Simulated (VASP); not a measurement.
A run of VASP 6.6.1 is set up as follows.

Contents of INCAR:

```
PREC = Accurate
ENCUT = 500
EDIFF = 1E-7
ISMEAR = -1
SIGMA = 0.05
LREAL = False
LASPH = True
NELM = 60
ALGO = Fast
ISIF = 2
LWAVE = False
LCHARG = False
GGA = PE
NBANDS = 26
```

The input KPOINTS:

```
Automatic mesh
0
Gamma
  7 7 4
```

File POSCAR:

```
CdS
1.0
    4.1500000000      0.0000000000      0.0000000000
   -2.0750000000      3.5940054257      0.0000000000
    0.0000000000      0.0000000000      6.7370000000
Cd S
2 2
Direct
    0.6666666667      0.3333333333      0.5000000000
    0.3333333333      0.6666666667      0.0000000000
    0.6666666667      0.3333333333      0.8750000000
    0.3333333333      0.6666666667      0.3750000000
```

File KPOINTS_OPT:

```
path GMKGALHA,LM,KH
10
line-mode
reciprocal
 0.0000000000  0.0000000000  0.0000000000  G
 0.5000000000  0.0000000000  0.0000000000  M

 0.5000000000  0.0000000000  0.0000000000  M
 0.3333333333  0.3333333333  0.0000000000  K

 0.3333333333  0.3333333333  0.0000000000  K
 0.0000000000  0.0000000000  0.0000000000  G

 0.0000000000  0.0000000000  0.0000000000  G
 0.0000000000  0.0000000000  0.5000000000  A

 0.0000000000  0.0000000000  0.5000000000  A
 0.5000000000  0.0000000000  0.5000000000  L

 0.5000000000  0.0000000000  0.5000000000  L
 0.3333333333  0.3333333333  0.5000000000  H

 0.3333333333  0.3333333333  0.5000000000  H
 0.0000000000  0.0000000000  0.5000000000  A

 0.5000000000  0.0000000000  0.5000000000  L
 0.5000000000  0.0000000000  0.0000000000  M

 0.3333333333  0.3333333333  0.0000000000  K
 0.3333333333  0.3333333333  0.5000000000  H
```

Potentials or basis: VASP PAW PBE potentials, release 54 (Cd, S).

Launch:

```sh
$ cat potpaw_PBE.54/Cd/POTCAR potpaw_PBE.54/S/POTCAR > POTCAR
$ mpirun -np 1 vasp_std > vasp.out
```

Task: Estimate the band gap on the k mesh.

Result: 1.20 eV, direct.

Task: Estimate the band gap along the path.

Result: 1.20 eV, direct.

Task: Predict the largest force.

Result: 0.069 eV/Å.

Task: Predict the pressure.

Result: 2.4 GPa.

Levels at the corners of the path, in eV from the valence-band top:
| point | band 15 | band 16 | band 17 | band 18 | band 19 | band 20 | band 21 | band 22 |
| --- | --- | --- | --- | --- | --- | --- | --- | --- |
| Γ | -0.76 | -0.04 | 0.00 | 0.00 | 1.20 | 2.79 | 6.47 | 6.47 |
| M | -2.62 | -1.85 | -1.28 | -0.73 | 3.71 | 3.88 | 5.11 | 6.39 |
| M | -2.62 | -1.85 | -1.28 | -0.73 | 3.71 | 3.88 | 5.11 | 6.39 |
| K | -3.04 | -1.83 | -1.83 | -1.59 | 4.66 | 5.08 | 5.08 | 7.15 |
| K | -3.04 | -1.83 | -1.83 | -1.59 | 4.66 | 5.08 | 5.08 | 7.15 |
| Γ | -0.76 | -0.04 | 0.00 | 0.00 | 1.20 | 2.79 | 6.47 | 6.47 |
| Γ | -0.76 | -0.04 | 0.00 | 0.00 | 1.20 | 2.79 | 6.47 | 6.47 |
| A | -0.39 | -0.39 | -0.39 | -0.39 | 2.85 | 2.85 | 6.20 | 6.20 |
| A | -0.39 | -0.39 | -0.39 | -0.39 | 2.85 | 2.85 | 6.20 | 6.20 |
| L | -1.32 | -1.32 | -1.31 | -1.31 | 3.48 | 3.48 | 5.39 | 5.39 |
| L | -1.32 | -1.32 | -1.31 | -1.31 | 3.48 | 3.48 | 5.39 | 5.39 |
| H | -2.38 | -2.38 | -1.10 | -1.10 | 4.39 | 4.39 | 6.11 | 6.11 |
| H | -2.38 | -2.38 | -1.10 | -1.10 | 4.39 | 4.39 | 6.11 | 6.11 |
| A | -0.39 | -0.39 | -0.39 | -0.39 | 2.85 | 2.85 | 6.20 | 6.20 |
| L | -1.32 | -1.32 | -1.31 | -1.31 | 3.48 | 3.48 | 5.39 | 5.39 |
| M | -2.62 | -1.85 | -1.28 | -0.73 | 3.71 | 3.88 | 5.11 | 6.39 |
| K | -3.04 | -1.83 | -1.83 | -1.59 | 4.66 | 5.08 | 5.08 | 7.15 |
| H | -2.38 | -2.38 | -1.10 | -1.10 | 4.39 | 4.39 | 6.11 | 6.11 |

**The experiment to reproduce.**

From “Isotope dependence of band-gap energy”, 2008, arxiv:0807.2152, for a bulk crystal of CdS: band gap 2.5809 ± 0.0002 eV.

Measured gap of CdS: 2.5809 eV (quoted in “Isotope dependence of band-gap energy”, 2008, arxiv:0807.2152). This calculation gives 1.20 eV (-1.38 eV). So large a miss can be the level of theory's own, or it may mean another phase, state or a wrong row. Spin-orbit coupling on Cd is left out. The value is that of PBE, without temperature or zero-point motion. Semilocal functionals fall short of measured gaps as a rule.
